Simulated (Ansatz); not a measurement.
**Fe: pressure against volume**

Fe, P6_3/mmc, a = 2.461 Å, c = 3.890 Å. This isn't the element's structure at ambient conditions. Ansatz: PBE, PAW, 420 eV, Γ-centred 21×21×12 mesh on 2 atoms, Gaussian smearing 0.10 eV; no spin polarisation. Shape and atoms are relaxed at each volume; pressure is positive in compression.

```
V (Å³/atom) P (GPa)
      8.975    49.73
      9.281    34.01
      9.587    20.72
      9.893        ?
     10.199     0.00
     10.505    -8.02
     10.811   -14.80
     11.218   -22.21
```

Q: Take V0 = 10.199 Å³/atom, fit the third-order Birch–Murnaghan form to the other rows, and predict the missing pressure.

A: With the Eulerian strain f = ½[(V0/V)^(2/3) − 1] and y = P/[3f(1 + 2f)^(5/2)], the form is the line y = B0 + 1.5 B0 (B0′ − 4) f. Rows (f, y): 0.04448, 301.2; 0.03245, 298.5; 0.02106, 295.8; -0.00976, 287.7; -0.01905, 285.4; -0.03076, 282.1. Means f = 0.006403, y = 291.78; Σ(Δf)² = 0.004633, ΣΔfΔy = 1.181; the slope is their ratio. y = 290.2 + 254.8 f GPa, so B0 = 290.2 GPa and B0′ = 4 + 2 × (254.8)/(3 × 290.2) = 4.59. At V = 9.893, f = 0.01026, y = 292.81 and P = 9.48 GPa. The run gave 9.50 GPa, so the fit is 0.02 GPa too low, within the rms miss on the fitted rows (0.03 GPa).

Spin polarisation was left out, and a magnetic state may lie lower.